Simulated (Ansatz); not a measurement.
N (P6_3/mmc) from a database of computed structures, relaxed with r2SCAN+rVV10 in the plane-wave code Ansatz. Space group P6_3/mmc (No. 194), hexagonal; a = 3.580 Å, c = 7.642 Å in the conventional setting, 21.21 Å³ an atom. N has 1 N at 1.09 Å.

The axes x, y and z are those of this cell:
```
N
1.0
     3.58042    0.00000    0.00000
    -1.79021    3.10074    0.00000
     0.00000    0.00000    7.64151
N
4
Direct
  0.33333 0.66667 0.32157
  0.33333 0.66667 0.17843
  0.66667 0.33333 0.82157
  0.66667 0.33333 0.67843
```

Unstrained: With PBE the valence top lies at k = (0.146, 1/6, 0) and the conduction bottom at M, 7.077 eV higher; the smallest vertical gap, at M, is 7.129 eV. With r2SCAN the valence top lies at k = (0.146, 1/6, 0) and the conduction bottom at M, 7.735 eV higher; the smallest vertical gap, at M, is 7.790 eV. HSE06 gives an indirect gap of 9.372 eV, from k = (0.146, 1/6, 0) to M; the least direct gap is 9.427 eV at M. Meshes: PBE 12×12×4, r2SCAN 12×12×4, HSE06 6×6×2. Strains are changes of length per length, and xy shears are angles. After each strain the atoms were relaxed again with r2SCAN+rVV10 within the symmetry that the strain leaves, so tilts or polar shifts that break it weren't tested; points keep the names that they have in the unstrained zone. Spin-unpolarised throughout; all numbers are computed.

(1) Estimate what uniaxial -1.54 % along y, other directions held does to the gap.

(2) Estimate what xy shear, engineering strain (angle) -1.16 % does to the gap.

(3) Estimate what isotropic -5.86 % on every length does to the gap.

(4) Estimate what epitaxial +1.85 % in the xy plane, free normal strain -0.93 % does to the gap.

(5) Order the strained cells by their HSE06 gap, smallest first.
A. epitaxial +1.85 % in the xy plane
B. xy shear, engineering strain (angle) -1.16 %
C. isotropic -5.86 % on every length
D. uniaxial -1.54 % along y, other directions held

Results:

(1) PBE: the gap goes from 7.077 to 7.044 eV (-0.033 eV); the edges go from (0.146, 1/6, 0) → M to (-0.042, 0.292, 0) → M. r2SCAN: the gap goes from 7.735 to 7.699 eV (-0.036 eV); the edges go from (0.146, 1/6, 0) → M to (-0.042, 0.292, 0) → M. HSE06: the gap goes from 9.372 to 9.336 eV (-0.036 eV); the edges go from (0.146, 1/6, 0) → M to (-0.042, 0.292, 0) → M.

(2) PBE: the gap goes from 7.077 to 7.074 eV (-0.003 eV); the edges go from (0.146, 1/6, 0) → M to (1/6, 0.146, 0) → M. r2SCAN: the gap goes from 7.735 to 7.733 eV (-0.002 eV); the edges go from (0.146, 1/6, 0) → M to (1/6, 0.146, 0) → M. HSE06: the gap goes from 9.372 to 9.369 eV (-0.003 eV); the edges go from (0.146, 1/6, 0) → M to (1/6, 0.146, 0) → M.

(3) PBE: the gap goes from 7.077 to 6.627 eV (-0.450 eV); the edges go from (0.146, 1/6, 0) → M to Γ–K (0.41) → M. r2SCAN: the gap goes from 7.735 to 7.234 eV (-0.501 eV); the edges go from (0.146, 1/6, 0) → M to Γ–K (0.41) → M. HSE06: the gap goes from 9.372 to 8.891 eV (-0.481 eV); the edges go from (0.146, 1/6, 0) → M to Γ–K (0.41) → M.

(4) PBE: the gap goes from 7.077 to 7.118 eV (+0.041 eV); the edges go from (0.146, 1/6, 0) → M to (-0.135, 0.281, 0) → M. HSE06: the gap goes from 9.372 to 9.417 eV (+0.045 eV); the edges go from (0.146, 1/6, 0) → M to (-0.135, 0.281, 0) → M.

(5) C (8.89 eV), D (9.34 eV), B (9.37 eV), A (9.42 eV).

Where an edge lies off the special points, it is a point of the mesh or the k point where a search put PBE's edge or least direct gap, reused for the other functionals, whose own edges may lie a little apart.

Coordinates of k points refer to the reciprocal vectors of the primitive cell of the runs.

The meshes of the hybrids are coarse, so their gaps aren't converged to the digits shown.
